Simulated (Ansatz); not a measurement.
# BP under changes of volume

One of the cells (11.682 Å³/atom); the others are scaled copies at fixed shape and fractional positions:

```
CELL_PARAMETERS angstrom
0.00000 2.26900 2.26900
2.26900 0.00000 2.26900
2.26900 2.26900 0.00000
ATOMIC_POSITIONS crystal
P 0.75000 0.75000 0.75000
B 0.00000 0.00000 0.00000
```

```yaml
Program: Ansatz 0.2.0
Functional: r2SCAN
Dispersion: D4
Potentials_or_basis: Ansatz PAW
Cutoff: "500 eV (not typed: the program's choice for these potentials)"
k_mesh: 10 × 10 × 10
Occupations: fermi-dirac, width 0.05 eV
Spin: no spin polarisation
```

```csv
volume (Å³/atom),energy over the lowest point (meV/atom),pressure (GPa),gap on the mesh (eV)
10.981,?,?,?
11.214,4.96,5.3,1.36
11.448,0.00,1.5,1.39
11.682,0.35,-1.9,1.42
11.915,5.51,-5.1,1.44
12.149,15.04,-7.9,1.47
12.383,28.54,-10.5,1.49
```

Question: What does the run at 10.981 Å³/atom give?

Answer: Energy over the lowest point 15.76 meV/atom; pressure 9.5 GPa; gap on the mesh 1.33 eV.

Worked out: A Birch-Murnaghan fit of order 3 (a polynomial in V^(-2/3)) to the other rows has its minimum at 11.55 Å³/atom with B0 = V·E''(V) = 172 GPa and B' = 3.9. It gives 15.75 meV/atom at 10.981 Å³/atom, against the run's 15.76, and -dE/dV = 9.6 GPa, against 9.5. A straight line through the other rows of the gap, of slope 1.31 eV per unit of ln V, extrapolates to 1.33 eV, against the run's 1.33.

Energies are extrapolated to zero smearing.

Caveats: the PAW data sets come from PBE, with cores solved anew for the run's functional, which leaves a small shift of forces and pressure.

A mesh can miss the band edges.
